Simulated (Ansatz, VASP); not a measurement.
**Ca2H3: VASP beside Ansatz**

INCAR

```
  PREC = Accurate
  ENCUT = 520
  EDIFF = 1E-6
  ISMEAR = 0
  SIGMA = 0.1
  LREAL = F
  LASPH = T
  NELM = 100
  ALGO = Normal
  ISIF = 2
  LWAVE = F
  LCHARG = T
  GGA = PE
  LELF = T
  LVHAR = T
  NBANDS = 20
```

File KPOINTS:

```
Automatic mesh
0
Gamma
  6 6 4
```

Contents of POSCAR:

```
Ca2H3
1.0
    3.7780845490      0.0000000000      0.0000000000
   -1.8890422745      3.2719171971      0.0000000000
    0.0000000000      0.0000000000      5.8640888084
Ca H
2 3
Direct
    0.3333333333      0.6666666667      0.2586635922
    0.6666666667      0.3333333333      0.7413364078
    1.0000000000      0.0000000000      0.0000000000
    0.3333333333      0.6666666667      0.6541199198
    0.6666666667      0.3333333333      0.3458800802
```

Input for Ansatz:

```yaml
crystal:
  lattice:
    - [3.778084549, 0.0, 0.0]
    - [-1.8890422745, 3.2719171971, 0.0]
    - [0.0, 0.0, 5.8640888084]
  atoms:
    - { symbol: Ca, position: [0.3333333333, 0.6666666667, 0.2586635922] }
    - { symbol: Ca, position: [0.6666666667, 0.3333333333, 0.7413364078] }
    - { symbol: H, position: [1.0, 0.0, 0.0] }
    - { symbol: H, position: [0.3333333333, 0.6666666667, 0.6541199198] }
    - { symbol: H, position: [0.6666666667, 0.3333333333, 0.3458800802] }
basis:
  ecutwfc: 420
kpoints:
  mp_grid: { grid: [6, 6, 4] }
hamiltonian:
  xc: pbe
scf:
  occupations: { method: gaussian, width: 0.1 }
output:
  forces: true
  stress: true
  eigenvalues: true
```

Alike in both runs: task single point; functional PBE; k mesh 6 × 6 × 4; occupations gaussian, width 0.1 eV; no spin polarisation.

|  | VASP | Ansatz |
| --- | --- | --- |
| version | VASP 6.6.1 | Ansatz 0.2.0 |
| potentials or method | VASP PAW PBE potentials, release 64 (Ca_sv, H) | scalar-relativistic, plane waves, PAW |
| plane-wave cutoff (eV) | 520 | 420 |
| valence electrons in the cell | 23 | 23 |

Ansatz gave:

```
gap on the k mesh at the Fermi level (eV)       : none
pressure (GPa)                                  : 0.0
largest component of the traceless stress (GPa) : 0.04
rms of the force components (eV/Å)              : 0.001
```

Question: What did VASP give for the same quantities?

Answer: gap on the k mesh at the Fermi level (eV): none; pressure (GPa): 0.0; largest component of the traceless stress (GPa): 0.06; rms of the force components (eV/Å): 0.004.

Atom by atom the forces differ by 0.003 eV/Å (rms over components). A gap of «none» marks a metal or a gap that the smearing closes. With one functional, cell and mesh, what is left measures potentials, basis and numerics.
